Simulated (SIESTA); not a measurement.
Al2Pt under changes of volume

One of the cells (17.202 Å³/atom); the others are scaled copies at fixed shape and fractional positions:

```
Pt Al
1.0
     0.00000    2.95500    2.95500
     2.95500    0.00000    2.95500
     2.95500    2.95500    0.00000
Pt Al
1 2
Direct
  0.00000 0.00000 0.00000
  0.75000 0.75000 0.75000
  0.25000 0.25000 0.25000
```

| Property | Result |
| --- | --- |
| Program | SIESTA 5.4.2 |
| Functional | PBEsol |
| Potentials or basis | PseudoDojo 0.4 standard (PBEsol files) |
| Basis | DZP (energy shift 0.003 Ry; two zetas on semicore shells) |
| Grid cutoff | 800 Ry |
| Energy shift | 0.003 Ry |
| k mesh | 8 × 8 × 8 |
| Occupations | fermi-dirac, width 0.05 eV |
| Spin | no spin polarisation |

```tsv
volume (Å³/atom)	energy over the lowest point (meV/atom)	pressure (GPa)
16.170	30.77	10.0
16.514	13.26	6.4
16.858	?	?
17.202	0.00	0.1
17.546	2.69	-2.5
17.890	10.80	-4.9
18.234	23.66	-7.0
```

What does the run at 16.858 Å³/atom give?

Energy over the lowest point 3.24 meV/atom; pressure 3.0 GPa.

Worked out: A Birch-Murnaghan fit of order 3 (a polynomial in V^(-2/3)) to the other rows has its minimum at 17.21 Å³/atom with B0 = V·E''(V) = 139 GPa and B' = 4.6. It gives 3.27 meV/atom at 16.858 Å³/atom, against the run's 3.24, and -dE/dV = 3.0 GPa, against 3.0.

Energies are extrapolated to zero smearing.

Caveats: short orbitals over semicore shells can move pressures by several GPa; the basis of atomic orbitals isn't converged, which shifts pressures, moduli and gaps.
